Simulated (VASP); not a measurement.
Crystal: Li7S3.

```
CELL_PARAMETERS angstrom
3.57671 2.06501 9.17271
-3.57671 2.06501 9.17271
0.00000 -4.13003 9.17271
ATOMIC_POSITIONS crystal
Li 0.50000 0.50000 0.50000
Li 0.20803 0.20803 0.70803
Li 0.70803 0.20803 0.20803
Li 0.20803 0.70803 0.20803
Li 0.79197 0.29197 0.79197
Li 0.29197 0.79197 0.79197
Li 0.79197 0.79197 0.29197
S 0.41606 0.41606 0.41606
S 0.58394 0.58394 0.58394
S 0.00000 0.00000 0.00000
```

The cell was built by a generator and needn't be a form met in nature.

```yaml
Program: VASP 6.6.1
Task: relaxation of cell and atoms
Functional: PBE
Potentials_or_basis: VASP PAW PBE potentials, release 64 (Li_sv, S)
Cutoff: 600 eV
k_mesh: 3 × 3 × 3
Occupations: gaussian, width 0.1 eV
Spin: no spin polarisation
```

At the start: pressure -0.7 GPa; volume 40.65 Å³/atom.

Question: How do energy, volume and symmetry change on relaxing?

Answer: Over 10 steps the energy falls by 29.6 meV/atom and the volume is 37.70 Å³/atom (-7.3 %); space group R-3m (No. 166, to 0.05 Å).

The path:
```tsv
step	energy change (eV)	largest force (eV/Å)	pressure (GPa)	volume (Å³)
1	0.0000	0.6313	-0.69	406.50
2	-0.1408	0.3869	-0.38	396.28
3	-0.1936	0.3695	0.07	385.47
4	-0.1937	0.3478	0.04	385.97
5	-0.2101	0.2838	0.03	385.72
6	-0.2381	0.0562	0.02	384.98
7	-0.2396	0.0568	0.03	384.74
8	-0.2568	0.0554	-0.03	385.09
9	-0.2810	0.0968	-0.21	385.70
10	-0.2959	0.0361	-0.05	376.96
```

Final structure:
```
Li S
1.0
     3.37051    1.94596    9.57887
    -3.37051    1.94596    9.57887
     0.00000   -3.89192    9.57887
Li S
7 3
Direct
  0.50000 0.50000 0.50000
  0.21746 0.21746 0.70243
  0.70243 0.21746 0.21746
  0.21746 0.70243 0.21746
  0.78254 0.29757 0.78254
  0.29757 0.78254 0.78254
  0.78254 0.78254 0.29757
  0.42163 0.42163 0.42163
  0.57837 0.57837 0.57837
  0.00000 0.00000 0.00000
```

Caveat: the cutoff is under 1.25 times the usual one of these potentials, so pressure, stress and relaxed cells hold a basis-set (Pulay) error.
